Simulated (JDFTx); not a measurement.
Cs under changes of volume

One of the cells (123.104 Å³/atom); the others are scaled copies at fixed shape and fractional positions:

```xyz
1
Lattice="0.0000 3.9483 3.9483 3.9483 0.0000 3.9483 3.9483 3.9483 0.0000" Properties=species:S:1:pos:R:3 pbc="T T T"
Cs    0.0000    0.0000    0.0000
```

This isn't the form of Cs at room conditions, which is bcc.

```yaml
Program: JDFTx 1.7.0 (patched build)
Functional: PBEsol
Potentials_or_basis: PseudoDojo-SR-PBEsol-0.4.1-standard with smoothed tails
Cutoff: 680 eV
Density_cutoff: 2721 eV
k_mesh: 6 × 6 × 6
Occupations: fermi-dirac, width 0.05 eV
Spin: no spin polarisation
```

```tsv
volume (Å³/atom)	energy over the lowest point (meV/atom)	pressure (GPa)
115.718	0.00	-0.1
118.180	1.58	-0.1
120.642	3.68	-0.2
123.104	6.27	-0.2
125.566	9.28	-0.2
128.028	?	?
130.490	16.44	-0.3
```

Problem. What does the run at 128.028 Å³/atom give?

Solution. Energy over the lowest point 12.68 meV/atom; pressure -0.2 GPa.

Worked out: A Birch-Murnaghan fit of order 3 (a polynomial in V^(-2/3)) to the other rows has no minimum within the range. It gives 12.68 meV/atom at 128.028 Å³/atom, against the run's 12.68, and -dE/dV = -0.2 GPa, against -0.2.

Energies are extrapolated to zero smearing.
